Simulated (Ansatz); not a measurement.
## Field gradients against strain in CsI

```xyz
2
Lattice="4.5667 0.0000 0.0000 0.0000 4.5667 0.0000 0.0000 0.0000 4.5667" Properties=species:S:1:pos:R:3 pbc="T T T"
Cs    0.0000    0.0000    0.0000
I     2.2833    2.2833    2.2833
```

Atom numbers follow the list: Cs1, I2.

The cell is COD entry 9008790, as deposited and not checked against the literature; nothing was relaxed.

All numbers below come from DFT, LDA, all-electron PAW with datasets made for the crystal, scalar-relativistic in Ansatz 0.2.0.

Settings: a Γ-centred 7×7×7 k mesh, Fermi–Dirac smearing of 0.01 eV, cutoff 180 eV (chosen by the program for this cell), no spin polarisation.

The strain is applied along the Cartesian axes of the cell as listed (the other components stay zero). Fractional coordinates are held (clamped ions).

The columns are Cartesian components of the electric field gradient at the nuclei, in 10²¹ V/m².

Spin–orbit coupling is left out, which moves gradients at and beside heavy atoms by some per cent and at worst by a factor of two.

Only quantities that a quadratic follows smoothly over the whole series are listed; rougher ones are left out.

```tsv
εxx = εyy	Vzz at Cs1	Vzz at I2
-0.0200	-0.82	1.36
-0.0100	-0.40	0.67
0.0000	0.00	0.00
0.0200	0.74	-1.32
```

(1) Fit the series and give the gradient–strain slopes.

(2) One run, at εxx = εyy = 0.0100, is withheld. Predict its row.

## Answers

(1) Least-squares fits y = p0 + p1 x + p2 x² to the rows give Vzz at Cs1: p1 = 39, p2 = -100; Vzz at I2: p1 = -67, p2 = 55. The slopes p1 are in 10²¹ V/m² per unit strain, for clamped ions.

(2) The fits give 0.38, -0.67; the run gave 0.38, -0.66.
